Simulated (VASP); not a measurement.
**BeTe: band structure with r2SCAN**

The system is BeTe.

```xyz
2
Lattice="0.0000 2.7700 2.7700 2.7700 0.0000 2.7700 2.7700 2.7700 0.0000" Properties=species:S:1:pos:R:3 pbc="T T T"
Te    4.1550    4.1550    4.1550
Be    0.0000    0.0000    0.0000
```

| Item | Value |
| --- | --- |
| Program | VASP 6.6.1 |
| Task | band structure |
| Functional | r2SCAN |
| Potentials or basis | VASP PAW PBE potentials, release 64 (Te, Be) |
| Cutoff | 520 eV |
| k mesh | 6 × 6 × 6 |
| Occupations | gaussian, width 0.02 eV |
| Spin | spin-orbit coupling, no magnetisation |
| Ladder | gaps |
| Further INCAR settings | ALGO = Normal; EDIFF = 1e-07; NBANDS = 20 |

| Property | Result |
| --- | --- |
| Pressure | 4.5 GPa |
| Valence electrons inside the program's atomic spheres | Te 3.60; Be 0.97 |

It took 8 min on 2 MPI ranks on AMD EPYC 9R45 (Zen 5), with other jobs on the host, peak memory 0.32 GiB a rank.

Caveat: the PAW data sets were made with another functional, which shifts forces and pressure a little.
